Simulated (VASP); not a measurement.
# GaN (P6_3mc) in VASP: notebook

Aim: see how the results for GaN move with the level of theory and the settings. Levels: LDA, RPBE, PBE. Tasks: band structure.

Program: VASP 6.6.1. These are calculated values, not measurements. Logs are shortened: lines on timing, memory, paths and dates and some standing lists are left out, and cuts for length are marked.

**The experiment to reproduce.**

“Studying electronic properties in GaN without electrical contacts using γ-γ vs e−-γ Perturbed Angular Correlations”, 2019, pmc:6823545 quotes, for a bulk crystal of GaN: band gap 3.503 ± 0.005 eV (direct).

How close the calculation comes is told below.

## (1) Starting point

The structure is hexagonal, space group P6_3mc (No. 186). The conventional cell has a = 3.157 Å, b = 3.157 Å, c = 5.148 Å, α = 90.00°, β = 90.00°, γ = 120.00°. Ga (site symmetry 3m) has 4 N at 1.93 to 1.94 Å as nearest neighbours. Around N (site symmetry 3m) lie 4 Ga at 1.93 to 1.94 Å.

## (2) Band structure, LDA

INCAR

```
  ALGO = Normal
  EDIFF = 1E-6
  ENCUT = 520
  ICORELEVEL = 1
  ISIF = 2
  ISMEAR = 0
  LASPH = T
  LCHARG = F
  LREAL = F
  LWAVE = F
  NBANDS = 26
  NELM = 80
  PREC = Accurate
  SIGMA = 0.03
```

KPOINTS

```
k-points
0
Gamma
  12 12 5
```

POSCAR

```
GaN                                     
1.0
    3.1567818166     -0.0000000000      0.0000000000
   -1.5783909083      2.7338532434      0.0000000000
    0.0000000000      0.0000000000      5.1479247112
  Ga              N             
     2     2
Direct
     0.3333333300000021    0.6666666699999979    0.9993293590746655
     0.6666666699999979    0.3333333300000021    0.4993293590746655
     0.3333333300000021    0.6666666699999979    0.3756706409253345
     0.6666666699999979    0.3333333300000021    0.8756706409253345
```

KPOINTS_OPT

```
explicit points
96
Reciprocal
 0.0000000000  0.0000000000  0.0000000000 1
 0.0555555556  0.0000000000  0.0000000000 1
 0.1111111111  0.0000000000  0.0000000000 1
 0.1666666667  0.0000000000  0.0000000000 1
 0.2222222222  0.0000000000  0.0000000000 1
 0.2777777778  0.0000000000  0.0000000000 1
 0.3333333333  0.0000000000  0.0000000000 1
 0.3888888889  0.0000000000  0.0000000000 1
 0.4444444444  0.0000000000  0.0000000000 1
 0.5000000000  0.0000000000  0.0000000000 1
 0.5000000000  0.0000000000  0.0000000000 1
 0.4814814815  0.0370370370  0.0000000000 1
 0.4629629630  0.0740740741  0.0000000000 1
 0.4444444444  0.1111111111  0.0000000000 1
 0.4259259259  0.1481481481  0.0000000000 1
 0.4074074074  0.1851851852  0.0000000000 1
 0.3888888889  0.2222222222  0.0000000000 1
 0.3703703703  0.2592592592  0.0000000000 1
 0.3518518518  0.2962962963  0.0000000000 1
 0.3333333333  0.3333333333  0.0000000000 1
 0.3333333333  0.3333333333  0.0000000000 1
 0.2962962963  0.2962962963  0.0000000000 1
 0.2592592592  0.2592592592  0.0000000000 1
 0.2222222222  0.2222222222  0.0000000000 1
 0.1851851852  0.1851851852  0.0000000000 1
 0.1481481481  0.1481481481  0.0000000000 1
 0.1111111111  0.1111111111  0.0000000000 1
 0.0740740741  0.0740740741  0.0000000000 1
 0.0370370370  0.0370370370  0.0000000000 1
 0.0000000000  0.0000000000  0.0000000000 1
 0.0000000000  0.0000000000  0.0000000000 1
 0.0000000000  0.0000000000  0.0555555556 1
 0.0000000000  0.0000000000  0.1111111111 1
 0.0000000000  0.0000000000  0.1666666667 1
 0.0000000000  0.0000000000  0.2222222222 1
 0.0000000000  0.0000000000  0.2777777778 1
 0.0000000000  0.0000000000  0.3333333333 1
 0.0000000000  0.0000000000  0.3888888889 1
 0.0000000000  0.0000000000  0.4444444444 1
 0.0000000000  0.0000000000  0.5000000000 1
 0.0000000000  0.0000000000  0.5000000000 1
 0.0555555556  0.0000000000  0.5000000000 1
 0.1111111111  0.0000000000  0.5000000000 1
 0.1666666667  0.0000000000  0.5000000000 1
 0.2222222222  0.0000000000  0.5000000000 1
 0.2777777778  0.0000000000  0.5000000000 1
 0.3333333333  0.0000000000  0.5000000000 1
 0.3888888889  0.0000000000  0.5000000000 1
 0.4444444444  0.0000000000  0.5000000000 1
 0.5000000000  0.0000000000  0.5000000000 1
 0.5000000000  0.0000000000  0.5000000000 1
 0.4814814815  0.0370370370  0.5000000000 1
 0.4629629630  0.0740740741  0.5000000000 1
 0.4444444444  0.1111111111  0.5000000000 1
 0.4259259259  0.1481481481  0.5000000000 1
 0.4074074074  0.1851851852  0.5000000000 1
 0.3888888889  0.2222222222  0.5000000000 1
 0.3703703703  0.2592592592  0.5000000000 1
 0.3518518518  0.2962962963  0.5000000000 1
 0.3333333333  0.3333333333  0.5000000000 1
 0.3333333333  0.3333333333  0.5000000000 1
 0.2962962963  0.2962962963  0.5000000000 1
 0.2592592592  0.2592592592  0.5000000000 1
 0.2222222222  0.2222222222  0.5000000000 1
 0.1851851852  0.1851851852  0.5000000000 1
 0.1481481481  0.1481481481  0.5000000000 1
 0.1111111111  0.1111111111  0.5000000000 1
 0.0740740741  0.0740740741  0.5000000000 1
 0.0370370370  0.0370370370  0.5000000000 1
 0.0000000000  0.0000000000  0.5000000000 1
 0.5000000000  0.0000000000  0.5000000000 1
 0.5000000000  0.0000000000  0.4444444444 1
 0.5000000000  0.0000000000  0.3888888889 1
 0.5000000000  0.0000000000  0.3333333333 1
 0.5000000000  0.0000000000  0.2777777778 1
 0.5000000000  0.0000000000  0.2222222222 1
 0.5000000000  0.0000000000  0.1666666667 1
 0.5000000000  0.0000000000  0.1111111111 1
 0.5000000000  0.0000000000  0.0555555556 1
 0.5000000000  0.0000000000  0.0000000000 1
 0.3333333333  0.3333333333  0.0000000000 1
 0.3333333333  0.3333333333  0.0555555556 1
 0.3333333333  0.3333333333  0.1111111111 1
 0.3333333333  0.3333333333  0.1666666667 1
 0.3333333333  0.3333333333  0.2222222222 1
 0.3333333333  0.3333333333  0.2777777778 1
 0.3333333333  0.3333333333  0.3333333333 1
 0.3333333333  0.3333333333  0.3888888889 1
 0.3333333333  0.3333333333  0.4444444444 1
 0.3333333333  0.3333333333  0.5000000000 1
 0.0000000000  0.0000000000  0.0000000000 1
 0.0000000000  0.0000000000  0.5000000000 1
 0.3333333333  0.3333333333  0.5000000000 1
 0.3333333333  0.3333333333  0.0000000000 1
 0.5000000000  0.0000000000  0.5000000000 1
 0.5000000000  0.0000000000  0.0000000000 1
```

Potentials or basis: VASP PAW LDA potentials, release 64 (Ga_d, N).

On the command line:

```bash
cat potpaw_LDA.64/Ga_d/POTCAR potpaw_LDA.64/N/POTCAR > POTCAR
mpirun -np 1 vasp_std > vasp.out
```

OUTCAR:

```text
EDIFF = 1E-6
   ENCUT = 520
   ISIF = 2
   ISMEAR = 0
   LASPH = T
   LREAL = F
   NELM = 80
   PREC = Accurate

 ion  position               nearest neighbor table
   1  0.333  0.667  0.999-   4 1.93   4 1.93   4 1.93   3 1.94
   2  0.667  0.333  0.499-   3 1.93   3 1.93   3 1.93   4 1.94
   3  0.333  0.667  0.376-   2 1.93   2 1.93   2 1.93   1 1.94
   4  0.667  0.333  0.876-   1 1.93   1 1.93   1 1.93   2 1.94

  LATTYP: Found a hexagonal cell.
 ALAT       =     3.1567818166
 C/A-ratio  =     1.6307508755

  Lattice vectors:

 A1 = (   3.1567818166,   0.0000000000,   0.0000000000)
 A2 = (  -1.5783909083,   2.7338532434,   0.0000000000)
 A3 = (   0.0000000000,   0.0000000000,   5.1479247112)

Analysis of symmetry for initial positions (statically):
=====================================================================
 Subroutine PRICEL returns:
 Original cell was already a primitive cell.

 Routine SETGRP: Setting up the symmetry group for a
 hexagonal supercell.

 Subroutine GETGRP returns: Found 12 space group operations
 (whereof  6 operations were pure point group operations)
 out of a pool of 24 trial point group operations.

The static configuration has the point symmetry C_3v.
 The point group associated with its full space group is C_6v.

Analysis of symmetry for dynamics (positions and initial velocities):
=====================================================================
 Subroutine PRICEL returns:
 Original cell was already a primitive cell.

 Routine SETGRP: Setting up the symmetry group for a
 hexagonal supercell.

 Subroutine GETGRP returns: Found 12 space group operations
 (whereof  6 operations were pure point group operations)
 out of a pool of 24 trial point group operations.

The dynamic configuration has the point symmetry C_3v.
 The point group associated with its full space group is C_6v.

 Subroutine INISYM returns: Found 12 space group operations
 (whereof  6 operations are pure point group operations),
 and found     1 'primitive' translations

----------------------------------------------------------------------------------------

                                     Primitive cell

  volume of cell :      44.4275

  direct lattice vectors                    reciprocal lattice vectors
     3.156781817  0.000000000  0.000000000     0.316778307  0.182892041  0.000000000
    -1.578390908  2.733853243  0.000000000     0.000000000  0.365784082  0.000000000
     0.000000000  0.000000000  5.147924711     0.000000000  0.000000000  0.194253035

  length of vectors
     3.156781817  3.156781813  5.147924711     0.365784082  0.365784082  0.194253035

  position of ions in fractional coordinates (direct lattice)
     0.333333330  0.666666670  0.999329359
     0.666666670  0.333333330  0.499329359
     0.333333330  0.666666670  0.375670641
     0.666666670  0.333333330  0.875670641

  ion indices of the primitive-cell ions
   primitive index   ion index
                 1           1
                 2           2
                 3           3
                 4           4

----------------------------------------------------------------------------------------

 KPOINTS: k-points

Automatic generation of k-mesh.
 Grid dimensions read from file:
 generate k-points for:   12   12    5

 Generating k-lattice:

  Cartesian coordinates                     Fractional coordinates (reciprocal lattice)
     0.026398192  0.015241003  0.000000000     0.083333333 -0.000000000  0.000000000
     0.000000000  0.030482007  0.000000000     0.000000000  0.083333333  0.000000000
     0.000000000  0.000000000  0.038850607     0.000000000  0.000000000  0.200000000

  Length of vectors
     0.030482007  0.030482007  0.038850607

  Shift w.r.t. Gamma in fractional coordinates (k-lattice)
     0.000000000  0.000000000  0.000000000

 Subroutine IBZKPT returns following result:
 ===========================================

 Found     57 irreducible k-points:

 Following reciprocal coordinates:
            Coordinates               Weight
[... 37 lines left out ...]
   TEBEG  =    0.0;   TEEND  =   0.0 temperature during run
   PSTRESS=    0.0 pullay stress
   NELECT =      36.0000    total number of electrons
   NUPDOWN=      -1.0000    fix difference up-down
   EMIN   =  10.00;   EMAX   =-10.00  energy-range for DOS
   EFERMI =   0.00;   METHOD = LEGACY
   ISMEAR =     0;   SIGMA  =   0.03  broadening in eV -4-tet -1-fermi 0-gaus
   EFERMI_NEDOS =   21; number of points for ismear=-14 and -15
   IALGO  =     38    algorithm
   IMIX   =      4    mixing-type and parameters
     AMIX     =   0.40;   BMIX     =  1.00
     AMIX_MAG =   1.60;   BMIX_MAG =  1.00
  volume/ion in A,a.u.               =      11.11        74.95
  Fermi-wavevector in a.u.,A,eV,Ry     =   1.526248  2.884190 31.693846  2.329432
  Thomas-Fermi vector in A             =   2.634307
   LORBIT       =      0    0 simple, 1 ext, 2 COOP (PROOUT), +10 PAW based schemes
   GGA     = CA    functional components
   LHFCALC =     F    Hartree Fock is set to
   AEXX    =    0.0000 exact exchange contribution
   IVDW    =     0    specifies the selected vdW correction
   LEPSILON=     F    determine dielectric tensor
   LRPA    =     F    only Hartree local field effects (RPA)
 non-spin polarized calculation
 Gauss-broadening in eV      SIGMA  =   0.03
  energy-cutoff  :      520.00
  volume of cell :       44.43
 maximum number of plane-waves:      1209
 NGX is ok and might be reduce to    24
   NGX = 11   NGY = 11   NGZ = 19

 number of electron      36.0000026 magnetization

 Free energy of the ion-electron system (eV)
  ---------------------------------------------------
  ext. energy  EPLUGINS =         0.00000000
  ---------------------------------------------------
  free energy    TOTEN  =       -27.91077270 eV

  energy without entropy =      -27.91077270  energy(sigma->0) =      -27.91077270

 the core state eigenenergies are
   1-  1s -10165.8817  2s  -1244.9910  2p  -1084.4963  3s   -135.3696  3p    -86.8534

   2-  1s -10165.8817  2s  -1244.9910  2p  -1084.4963  3s   -135.3696  3p    -86.8534

   3-  1s   -366.1372
   4-  1s   -366.1372

 E-fermi :   5.5493     XC(G=0): -12.2717

 val. band max:        5.3846209490   @ k =   0.0000   0.0000   0.0000
 cond. band min:       7.4949398461   @ k =   0.0000   0.0000   0.0000
 fundamental gap:      2.1103188970
 Fermi energy:         5.5492732452

 k-point     1 :       0.0000    0.0000    0.0000
  band No.  band energies     occupation
      1     -10.7139      2.00000
      2      -9.7502      2.00000
      3      -8.1980      2.00000
      4      -8.1807      2.00000
      5      -8.1807      2.00000
      6      -8.1146      2.00000
[... 260 lines left out ...]
      6      -7.9853      2.00000
[... 14 lines left out ...]
     21      12.2932      0.00000
     22      13.6761      0.00000

------------------------ aborting loop because EDIFF is reached ----------------------------------------

  FORCE on cell =-STRESS in cart. coord.  units (eV):
  Direction    XX          YY          ZZ          XY          YZ          ZX
  --------------------------------------------------------------------------------------
  -------------------------------------------------------------------------------------
  Total        0.0214695      0.0214695     -0.0010737      0.0000000      0.0000000      0.0000000
  in kB        0.7742480      0.7742480     -0.0387214      0.0000000      0.0000000      0.0000000
  external PRESSURE =       0.5032582 kB  Pullay stress =       0.0000000 kB

 VOLUME and BASIS-vectors are now :
 -----------------------------------------------------------------------------
  energy-cutoff  :      520.00
  volume of cell :       44.43
      direct lattice vectors                 reciprocal lattice vectors
     3.156781817  0.000000000  0.000000000     0.316778307  0.182892041  0.000000000
    -1.578390908  2.733853243  0.000000000     0.000000000  0.365784082  0.000000000
     0.000000000  0.000000000  5.147924711     0.000000000  0.000000000  0.194253035

 POSITION                                       TOTAL-FORCE (eV/Angst)
 -----------------------------------------------------------------------------------
     -0.00000      1.82257      5.14447         0.000000      0.000000     -0.000743
      1.57839      0.91128      2.57051        -0.000000     -0.000000     -0.000743
     -0.00000      1.82257      1.93392        -0.000000      0.000000      0.000743
      1.57839      0.91128      4.50789         0.000000     -0.000000      0.000743
 -----------------------------------------------------------------------------------
    total drift:                               -0.000011      0.000005      0.000657

  FREE ENERGIE OF THE ION-ELECTRON SYSTEM (eV)
  ---------------------------------------------------
  free  energy   TOTEN  =       -27.9107727034 eV

  energy  without entropy=      -27.9107727034  energy(sigma->0) =      -27.91077270
```

It took 40 s on 1 thread of Intel Xeon 6975P-C (Granite Rapids), shared host; peak memory 0.21 GiB.

Results:

```yaml
Free_energy: -27.9108 eV
Pressure: 0.1 GPa
Band_gap_on_the_k_mesh: 2.11 eV, direct
Band_gap_along_the_path: 2.11 eV, direct
```

Levels at the corners of the path, in eV from the valence-band top:
```tsv
point	band 16	band 17	band 18	band 19	band 20	band 21
Γ	-0.05	0.00	0.00	2.11	4.35	9.19
M	-2.87	-2.33	-1.04	4.99	5.64	5.98
M	-2.87	-2.33	-1.04	4.99	5.64	5.98
K	-3.12	-3.12	-2.85	4.97	7.92	7.92
K	-3.12	-3.12	-2.85	4.97	7.92	7.92
Γ	-0.05	0.00	0.00	2.11	4.35	9.19
Γ	-0.05	0.00	0.00	2.11	4.35	9.19
A	-0.55	-0.55	-0.55	4.37	4.37	8.44
A	-0.55	-0.55	-0.55	4.37	4.37	8.44
L	-2.03	-1.98	-1.98	4.37	4.37	7.78
L	-2.03	-1.98	-1.98	4.37	4.37	7.78
H	-4.40	-1.56	-1.56	6.46	6.46	7.24
H	-4.40	-1.56	-1.56	6.46	6.46	7.24
A	-0.55	-0.55	-0.55	4.37	4.37	8.44
L	-2.03	-1.98	-1.98	4.37	4.37	7.78
M	-2.87	-2.33	-1.04	4.99	5.64	5.98
K	-3.12	-3.12	-2.85	4.97	7.92	7.92
H	-4.40	-1.56	-1.56	6.46	6.46	7.24
```

Core levels (eV, on the scale of the bands):
| atom | levels |
| --- | --- |
| 1 Ga | 1s -10165.9, 2s -1245.0, 2p -1084.5, 3s -135.4, 3p -86.9 |
| 2 Ga | 1s -10165.9, 2s -1245.0, 2p -1084.5, 3s -135.4, 3p -86.9 |
| 3 N | 1s -366.1 |
| 4 N | 1s -366.1 |

## (3) Band structure, RPBE

This run uses another cell than the first one, of 12.02 Å³/atom, 1.083 times its volume.

INCAR

```
ALGO = Normal ; EDIFF = 1E-7
ENCUT = 520 ; GGA = RP
ICORELEVEL = 1 ; ISIF = 2
ISMEAR = 0 ; LASPH = True
LCHARG = False ; LREAL = False
LWAVE = False ; NBANDS = 26
NELM = 80 ; PREC = Accurate
SIGMA = 0.03
```

KPOINTS is that of step 2.

POSCAR

```
GaN                                     
1.0
    3.2425928587     -0.0000000000      0.0000000000
   -1.6212964293      2.8081677855      0.0000000000
    0.0000000000      0.0000000000      5.2816639734
  Ga              N             
     2     2
Direct
     0.3333333300000021    0.6666666699999979    0.9990659981905682
     0.6666666699999979    0.3333333300000021    0.4990659981905682
     0.3333333300000021    0.6666666699999979    0.3759340018094318
     0.6666666699999979    0.3333333300000021    0.8759340018094318
```

KPOINTS_OPT is that of step 2.

Potentials or basis: VASP PAW PBE potentials, release 64 (Ga_d, N).

On the command line:

```bash
cat potpaw_PBE.64/Ga_d/POTCAR potpaw_PBE.64/N/POTCAR > POTCAR
mpirun -np 1 vasp_std > vasp.out
```

Run time: 72 s. Hardware: 1 thread of Intel Xeon Platinum 8488C (Sapphire Rapids), shared host; peak memory 0.23 GiB.

Results (log left out):

* Free energy: -22.6932 eV
* Pressure: 0.1 GPa
* Band gap on the k mesh: 1.63 eV, direct
* Band gap along the path: 1.63 eV, direct

Levels at the corners of the path, in eV from the valence-band top:
```csv
point,band 14,band 15,band 16,band 17,band 18,band 19,band 20,band 21,band 22,band 23
Γ,-0.97,-0.97,-0.03,0.00,0.00,1.63,4.00,9.01,9.67,9.67
M,-5.09,-3.94,-2.55,-2.03,-0.93,5.01,5.30,6.02,8.26,10.11
M,-5.09,-3.94,-2.55,-2.03,-0.93,5.01,5.30,6.02,8.26,10.11
K,-5.16,-4.91,-2.78,-2.78,-2.54,5.28,7.42,7.42,8.32,9.62
K,-5.16,-4.91,-2.78,-2.78,-2.54,5.28,7.42,7.42,8.32,9.62
Γ,-0.97,-0.97,-0.03,0.00,0.00,1.63,4.00,9.01,9.67,9.67
Γ,-0.97,-0.97,-0.03,0.00,0.00,1.63,4.00,9.01,9.67,9.67
A,-3.74,-0.50,-0.50,-0.50,-0.50,3.99,3.99,8.29,8.29,10.18
A,-3.74,-0.50,-0.50,-0.50,-0.50,3.99,3.99,8.29,8.29,10.18
L,-6.29,-1.81,-1.81,-1.77,-1.77,4.32,4.32,7.51,7.51,9.77
L,-6.29,-1.81,-1.81,-1.77,-1.77,4.32,4.32,7.51,7.51,9.77
H,-5.90,-3.90,-3.90,-1.37,-1.37,6.15,6.15,7.29,7.29,8.73
H,-5.90,-3.90,-3.90,-1.37,-1.37,6.15,6.15,7.29,7.29,8.73
A,-3.74,-0.50,-0.50,-0.50,-0.50,3.99,3.99,8.29,8.29,10.18
L,-6.29,-1.81,-1.81,-1.77,-1.77,4.32,4.32,7.51,7.51,9.77
M,-5.09,-3.94,-2.55,-2.03,-0.93,5.01,5.30,6.02,8.26,10.11
K,-5.16,-4.91,-2.78,-2.78,-2.54,5.28,7.42,7.42,8.32,9.62
H,-5.90,-3.90,-3.90,-1.37,-1.37,6.15,6.15,7.29,7.29,8.73
```

Core levels (eV, on the scale of the bands):
```
atom                                                    levels
1 Ga  1s -10217.5, 2s -1250.8, 2p -1087.3, 3s -137.2, 3p -87.9
2 Ga  1s -10217.5, 2s -1250.8, 2p -1087.3, 3s -137.2, 3p -87.9
 3 N                                                 1s -370.6
 4 N                                                 1s -370.6
```

Caveat: the PAW data sets were made with another functional, which shifts forces and pressure a little.

(Continued in part 2 of 2.)
